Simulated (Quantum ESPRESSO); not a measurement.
A run of Quantum ESPRESSO 7.5 is set up as follows.

Contents of pw.in:

```
&CONTROL
  calculation = 'scf'
  prefix = 'pwscf'
  outdir = './tmp'
  pseudo_dir = './pseudo'
  tprnfor = .true.
  tstress = .true.
  disk_io = 'low'
/
&SYSTEM
  ibrav = 0
  nat = 5
  ntyp = 3
  ecutwfc = 75
  nbnd = 49
  input_dft = 'r2scan'
  occupations = 'smearing'
  smearing = 'fd'
  degauss = 0.00367493
  nosym = .true.
/
&ELECTRONS
  conv_thr = 1d-08
  electron_maxstep = 120
  mixing_beta = 0.5
/
ATOMIC_SPECIES
Cs   132.9055 Cs_ONCV_PBE-1.2.upf
I    126.9045 I_ONCV_PBE-1.2.upf
Sn   118.7100 Sn_ONCV_PBE-1.2.upf
CELL_PARAMETERS angstrom
   6.2057000000    0.0000000000    0.0000000000
   0.0000000000    6.2057000000    0.0000000000
   0.0000000000    0.0000000000    6.2057000000
ATOMIC_POSITIONS crystal
Cs     0.0000000000    0.0000000000    0.0000000000
I      0.5000000000    0.5000000000    0.0000000000
I      0.5000000000    0.0000000000    0.5000000000
I      0.0000000000    0.5000000000    0.5000000000
Sn     0.5000000000    0.5000000000    0.5000000000
K_POINTS automatic
3 3 3 0 0 0
```

File bands.in:

```
&CONTROL
  calculation = 'bands'
  prefix = 'pwscf'
  outdir = './tmp'
  pseudo_dir = './pseudo'
  disk_io = 'low'
  verbosity = 'high'
/
&SYSTEM
  ibrav = 0
  nat = 5
  ntyp = 3
  ecutwfc = 75
  nbnd = 49
  input_dft = 'r2scan'
  occupations = 'smearing'
  smearing = 'fd'
  degauss = 0.00367493
  nosym = .true.
/
&ELECTRONS
  conv_thr = 1d-08
  electron_maxstep = 120
  mixing_beta = 0.5
  diago_full_acc = .true.
  startingwfc = 'random'
/
ATOMIC_SPECIES
Cs   132.9055 Cs_ONCV_PBE-1.2.upf
I    126.9045 I_ONCV_PBE-1.2.upf
Sn   118.7100 Sn_ONCV_PBE-1.2.upf
CELL_PARAMETERS angstrom
   6.2057000000    0.0000000000    0.0000000000
   0.0000000000    6.2057000000    0.0000000000
   0.0000000000    0.0000000000    6.2057000000
ATOMIC_POSITIONS crystal
Cs     0.0000000000    0.0000000000    0.0000000000
I      0.5000000000    0.5000000000    0.0000000000
I      0.5000000000    0.0000000000    0.5000000000
I      0.0000000000    0.5000000000    0.5000000000
Sn     0.5000000000    0.5000000000    0.5000000000
K_POINTS crystal
60
 0.0000000000  0.0000000000  0.0000000000 1
 0.0000000000  0.0714285714  0.0000000000 1
 0.0000000000  0.1428571429  0.0000000000 1
 0.0000000000  0.2142857143  0.0000000000 1
 0.0000000000  0.2857142857  0.0000000000 1
 0.0000000000  0.3571428571  0.0000000000 1
 0.0000000000  0.4285714286  0.0000000000 1
 0.0000000000  0.5000000000  0.0000000000 1
 0.0714285714  0.5000000000  0.0000000000 1
 0.1428571429  0.5000000000  0.0000000000 1
 0.2142857143  0.5000000000  0.0000000000 1
 0.2857142857  0.5000000000  0.0000000000 1
 0.3571428571  0.5000000000  0.0000000000 1
 0.4285714286  0.5000000000  0.0000000000 1
 0.5000000000  0.5000000000  0.0000000000 1
 0.4545454545  0.4545454545  0.0000000000 1
 0.4090909091  0.4090909091  0.0000000000 1
 0.3636363636  0.3636363636  0.0000000000 1
 0.3181818182  0.3181818182  0.0000000000 1
 0.2727272727  0.2727272727  0.0000000000 1
 0.2272727273  0.2272727273  0.0000000000 1
 0.1818181818  0.1818181818  0.0000000000 1
 0.1363636364  0.1363636364  0.0000000000 1
 0.0909090909  0.0909090909  0.0000000000 1
 0.0454545455  0.0454545455  0.0000000000 1
 0.0000000000  0.0000000000  0.0000000000 1
 0.0357142857  0.0357142857  0.0357142857 1
 0.0714285714  0.0714285714  0.0714285714 1
 0.1071428571  0.1071428571  0.1071428571 1
 0.1428571429  0.1428571429  0.1428571429 1
 0.1785714286  0.1785714286  0.1785714286 1
 0.2142857143  0.2142857143  0.2142857143 1
 0.2500000000  0.2500000000  0.2500000000 1
 0.2857142857  0.2857142857  0.2857142857 1
 0.3214285714  0.3214285714  0.3214285714 1
 0.3571428571  0.3571428571  0.3571428571 1
 0.3928571429  0.3928571429  0.3928571429 1
 0.4285714286  0.4285714286  0.4285714286 1
 0.4642857143  0.4642857143  0.4642857143 1
 0.5000000000  0.5000000000  0.5000000000 1
 0.4545454545  0.5000000000  0.4545454545 1
 0.4090909091  0.5000000000  0.4090909091 1
 0.3636363636  0.5000000000  0.3636363636 1
 0.3181818182  0.5000000000  0.3181818182 1
 0.2727272727  0.5000000000  0.2727272727 1
 0.2272727273  0.5000000000  0.2272727273 1
 0.1818181818  0.5000000000  0.1818181818 1
 0.1363636364  0.5000000000  0.1363636364 1
 0.0909090909  0.5000000000  0.0909090909 1
 0.0454545455  0.5000000000  0.0454545455 1
 0.0000000000  0.5000000000  0.0000000000 1
 0.5000000000  0.5000000000  0.0000000000 1
 0.5000000000  0.5000000000  0.0625000000 1
 0.5000000000  0.5000000000  0.1250000000 1
 0.5000000000  0.5000000000  0.1875000000 1
 0.5000000000  0.5000000000  0.2500000000 1
 0.5000000000  0.5000000000  0.3125000000 1
 0.5000000000  0.5000000000  0.3750000000 1
 0.5000000000  0.5000000000  0.4375000000 1
 0.5000000000  0.5000000000  0.5000000000 1
```

Potentials or basis: SG15 PBE 1.2.

Run with:

```console
$ OMP_NUM_THREADS=1 mpirun -n 4 pw.x -nk 2 -in pw.in > pw.out
$ OMP_NUM_THREADS=1 mpirun -n 4 pw.x -nk 4 -in bands.in > bands.out
```

Task: What does it give for the band gap along the path?

Result: 0.75 eV, direct.

Task: What does it give for the pressure?

Result: -0.6 GPa.

Levels at the corners of the path, in eV from the valence-band top:
| point | band 35 | band 36 | band 37 | band 38 | band 39 | band 40 |
| --- | --- | --- | --- | --- | --- | --- |
| Γ | -2.18 | -2.18 | -2.18 | 2.83 | 3.72 | 3.72 |
| X | -2.30 | -2.30 | -1.56 | 1.48 | 4.35 | 4.57 |
| M | -2.52 | -1.77 | -0.76 | 1.16 | 1.16 | 4.44 |
| Γ | -2.18 | -2.18 | -2.18 | 2.83 | 3.72 | 3.72 |
| R | -1.75 | -1.75 | 0.00 | 0.75 | 0.75 | 0.75 |
| X | -2.30 | -2.30 | -1.56 | 1.48 | 4.35 | 4.57 |
| M | -2.52 | -1.77 | -0.76 | 1.16 | 1.16 | 4.44 |
| R | -1.75 | -1.75 | 0.00 | 0.75 | 0.75 | 0.75 |

Caveat: the potentials were made for another functional, which shifts forces and pressure; spin-orbit coupling is left out, which moves the levels of the heavy elements; the cell was measured hot, at 500 K.
